Squeezing a tetrahedral semiconductor shortens its bonds and drives bonding and antibonding bands apart, so the gap of GaAs ought to widen steadily, at a rate fixed by one deformation potential or one pressure coefficient. The r2SCAN results below bear out the steady widening for the least direct gap, the smallest vertical separation of filled and empty bands at one k point, which lies at Γ in every row. They break it for the band gap, the distance from the highest filled to the lowest empty level anywhere in the zone. Volume is per atom, and the shortest distance is the Ga–As bond length $d$.

DFT calculations with Ansatz 0.2.0 for bulk GaAs (space group F-43m, two atoms per cell), using the r2SCAN functional, PAW potentials and a plane-wave cutoff of 500 eV. All rows use an 8×8×8 k mesh and fixed occupations, without spin polarisation or spin-orbit coupling.

```
volume (Å³/atom)  shortest distance (Å)  band gap (eV)  least direct gap (eV)
          20.536                  2.372          1.575                  1.807
          20.754                  2.380          1.598                  1.717
          20.818                  2.382          1.604                  1.691
          20.979                  2.389          1.609                  1.626
          21.076                  2.392          1.587                  1.587
          22.739                  2.454          0.962                  0.962
```

Only the last row, at 22.739 Å³, is the relaxed crystal, and its volume is called $V_0$ here. The other five are hydrostatically compressed, and the same runs give pressures from 6.56 to 9.33 GPa for them. Read upwards from the relaxed row, the direct gap grows in every step. The band gap grows with it at first, reaches its largest tabulated value at 20.979 Å³ and then shrinks under further compression.

A straight line through the band gap against $x=\ln(V/V_0)$ misses the most compressed row by 109 meV, against a rounding of 0.5 meV. The failure can be recognised without a fit, because the two gap columns part company and the row-to-row slope of the band gap changes sign. The runs show the reason directly: the valence top stays at Γ, while the conduction minimum sits at Γ in the two largest cells, at L in the next and at X in the three smallest. The band gap is the lowest of three valley energies, and its peak marks a change of valley. A slope taken between rows with different valleys belongs to no electronic state.

The valleys move differently because their wave functions differ, which is standard band theory. The Γ minimum is the antibonding combination of Ga and As s orbitals, with a node in each bond, and shorter bonds push it up steeply against the valence top. The X minimum has much of its weight in the open interstitial space, feels little of this repulsion, and sinks slowly relative to the valence top as the bands widen. L has mixed character and should lie between. The slopes have this order, though they do not test the orbital character itself: $dE/dx$ is about $-8.4$ eV for Γ in the compressed cells and $+2.1$ eV for X, and the rows on either side confine L to between $-4.8$ and $+0.6$ eV.

A simple model gives the shape of the Γ curve. Hopping integrals between neighbours scale roughly as $d^{-2}$, that is as $V^{-2/3}$. Applied to the gap itself, this scaling yields a slope of $-\tfrac23 E=-0.64$ eV at $V_0$, 12 times too small. The argued reason is that the gap is a small difference between a large part that scales with the hopping and an offset that hardly changes, which suggests
$$E_\Gamma = A\,(V_0/V)^{2/3}-C .$$

Fitted to the direct gap of all six rows, this form leaves misfits within the rounding. The better test is a fit to the five compressed rows alone, which predicts the relaxed gap 3 meV too high, where a straight line in $x$ predicts it 19 meV too low. $A$ and $C$ depend on the exponent assumed for the scaling, so neither should be read as a measured hopping energy or offset. The useful result is the slope at the relaxed volume, $a_0=-\tfrac23A=-8.02$ eV. The printed output after this text lists the fits and the misfits row by row.

The shortcut of a constant pressure coefficient can now be tried on the most compressed row. Since $dP=-B\,dx$, with $B$ the bulk modulus, the coefficient is $dE/dP=-a/B$, where $a=dE/dx$. A Birch-Murnaghan curve through the six pressures gives $B_0=72.7$ GPa; with one row near zero pressure $B_0$ trades against its pressure derivative, so the last digit is soft. The linear estimate is
$$E\approx 0.962+\frac{8.02}{72.7}\times 9.33 = 0.962+1.029=1.991\ \text{eV}.$$

The table has 1.807 eV for the direct gap there, so the estimate is 184 meV too high, although this row entered the fits for both $a_0$ and $B_0$. The fault lies in the linear form, and the numbers locate it in the denominator. Between the two most compressed rows the local bulk modulus has risen to 110 GPa, half as much again as $B_0$, while $|a|$ has grown by less than a tenth, so each added gigapascal removes less volume. For the band gap the estimate is worse still, since X has taken over and the row shows 1.575 eV.

Taking the lower of the Γ curve and a line through the three X rows repairs most of this, and since the band gaps of the other five rows entered one fit or the other, their agreement is built in. The real test is the band gap at 20.979 Å³, which neither fit used. It lies 12 meV below the extrapolated X line and 17 meV below Γ, because L is lowest there. Those margins exceed the rounding, so the ordering is what this calculation gave. All three points lie on the k mesh, but convergence in mesh and cutoff at the level of 10 meV is untested, and the L stage rests on this single row.

Whether the functional can be trusted on such margins is judged here only against rough recalled sizes. The measured low-temperature gap is about 1.5 eV, which leaves the relaxed row short by 0.54 eV, or 36 % of the measured value. Spin-orbit coupling is switched off; it would lift the valence top by roughly 0.1 eV (also recalled) and lower all three valley gaps alike, which deepens the shortfall and leaves the crossings almost in place. Zero-point motion, absent too, should lower the gap a little further.

An error in the lattice constant has to be weighed first, because the Γ gap is so sensitive to it: a cell edge shorter by 0.1 % adds 24 meV. Closing the whole shortfall this way would take an edge 2.2 % shorter, a cell under 5.5 GPa. That is well beyond the usual lattice error of such a functional, so most of the deficit is electronic.

Its origin is standard. The true gap is the energy needed to remove an electron less the energy gained by adding one, and the exact exchange-correlation potential jumps when the added electron enters the empty band. A functional of the local density and its gradient has no such jump in a solid. r2SCAN recovers a part through its dependence on the kinetic energy density, and the remainder shows up as a gap that is too small.

For the crossings, what matters is whether this error is the same in every valley. The Γ curve and the X line meet at 6.98 GPa, whereas the rough recalled crossover is about 4 GPa, straight from Γ to X. The compression needed is the X–Γ separation in the relaxed crystal divided by the difference of the two slopes, so, if the two slopes are about right, a late crossing means that Γ starts too far below X. Moving the crossing to the recalled pressure requires Γ to rise by about 0.3 eV relative to X, an estimate that assumes a rigid shift and stretches the X line far beyond its three rows. That the compact s-like state suffers more from the semilocal treatment than the spread-out X state is a guess that fits this sign.

Raising Γ alone would widen the L stage, because L, with its slope below that of X, drops further beneath X as the cell expands. The recalled change straight from Γ to X therefore suggests that L also lies too low against X, and the L stage is best read as a possible artefact of the functional. Unequal errors also limit the common repair: adding one constant to all conduction levels mends the relaxed gap and leaves every crossing pressure where it was. The practical rule is to fit each valley separately against $\ln V$, convert to pressure through the equation of state, and allow for the doubt in the valley spacing, which for the Γ–X crossing of GaAs here shifts the pressure by nearly 1 GPa for each 0.1 eV.

The analysis program printed:

```
vol A^3, x=ln(V/V0), P GPa, valley, direct gap minus gap meV
  20.536 -0.1019 9.33 X 232
  20.754 -0.0913 8.17 X 119
  20.818 -0.0883 7.84 X 87
  20.979 -0.0806 7.03 L 17
  21.076 -0.0759 6.56 Gamma 0
  22.739 +0.0000 0.01 Gamma 0
rounding: gaps 0.5 meV; volume adds 0.2 meV to the direct gap
relaxed cell: cubic edge 5.666 A; bond shortening first row 3.3 %
Birch-Murnaghan: V0 22.743 A^3, B0 72.7 GPa, B' 4.48, worst P misfit 0.002 GPa
  correlation of B0 and B' -0.958
  energy first-last row: integral of P dV 0.1170 eV, run 0.1170 eV
one line through band gap: slope -6.75 eV, misfit meV -109.3 -15.0 +11.8 +68.8 +78.0 -34.3
band gap slopes dE/dlnV between rows, eV: +2.2 +1.9 +0.6 -4.8 -8.2
direct gap slopes dE/dlnV between rows, eV: -8.5 -8.4 -8.4 -8.5 -8.2
Gamma, line in lnV: coefficients -8.273 0.961 eV, misfit meV +2.9 +0.3 -0.3 -1.5 -2.4 +0.9
  fit to five compressed rows, predicted minus table for relaxed row -18.6 meV
Gamma, A V^(-2/3) - C: coefficients 12.025 -11.063 eV, misfit meV -0.4 -0.2 +0.0 +0.4 +0.3 -0.2
  fit to five compressed rows, predicted minus table for relaxed row +3.0 meV
Gamma slope: -8.02 eV at V0, -8.58 eV at first row; local exponent in d at V0 -25
pure d^-2 scaling: slope -0.64 eV (factor 12 too small), first row 1.030 eV against 1.807
dE/dP Gamma: 110 meV/GPa at V0, 78 between first two rows
  linear in P gives 1.991 eV at first row, too high by 184 meV
  local bulk modulus between first two rows 110 GPa
X line (3 rows): slope +2.14 eV, rounding about 0.07 eV; dE/dP -19 meV/GPa
gap minus lower of Gamma and X models, meV: -0.1 +0.3 -0.3 -11.7 +0.3 -0.2
L row: L 1.609, X extrapolated 1.621, Gamma 1.626 eV; X-L 12, Gamma-L 17 meV
L slope bounds from neighbouring rows: -4.8 to +0.6 eV
L lowest at most from 6.56 to 7.84 GPa (width under 1.28 GPa)
Gamma-X crossing: V 20.989 A^3, P 6.98 GPa
  Gamma raised 0.01 eV against X: crossing at 6.89 GPa
  Gamma raised 0.10 eV against X: crossing at 6.03 GPa
  Gamma raised 0.30 eV against X: crossing at 4.22 GPa
  rise needed for rough recalled 4 GPa: 0.33 eV; X-Gamma at V0, long extrapolation, 0.83 eV
relaxed gap short of rough recalled 1.5 eV by 0.54 eV (36 %); with rough spin-orbit 0.64 eV
  edge change needed for that gap -2.2 % (P 5.5 GPa); 0.1 % shorter edge adds 24 meV
raw valence top slope -14.3 eV (cell-dependent energy zero)
```
